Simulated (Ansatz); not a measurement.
TaSi₂: opening a crack plane

TaSi₂, P6_422, a = 4.780 Å, c = 6.555 Å. The structure is a COD entry; whether it is the stable form wasn't checked. Ansatz: r2SCAN, PAW, 500 eV, Γ-centred 9×9×3 mesh on 18 atoms, Gaussian smearing 0.15 eV; no spin polarisation. One cut on (001) per cell of 18 atoms is opened rigidly by x, between planes of Si+Ta and Si+Ta that stand 2.18 Å apart; y is the energy per area (19.787 Å², 1 eV/Å² = 16.02 J/m²).

```tsv
x (Å)	y (J/m²)
0.00	0.000
0.50	1.335
1.00	3.170
2.00	?
3.00	5.148
6.00	5.238
```

Q: Fit the universal binding curve y = W[1 − (1 + x/l) e^(−x/l)] to the other rows, give the peak stress, and predict the missing value.

A: Least squares gives W = 5.24 J/m² and l = 0.497 Å. The stress dy/dx peaks at x = l with W/(e l) = 38.8 GPa, for rigid faces. At x = 2.00: x/l = 4.024, y = 4.769 J/m². The run gave 4.857 J/m², so the fit is 0.088 J/m² too low, a small miss on the scale of the series.

Spin–orbit coupling is left out, which can shift energies with elements as heavy as these.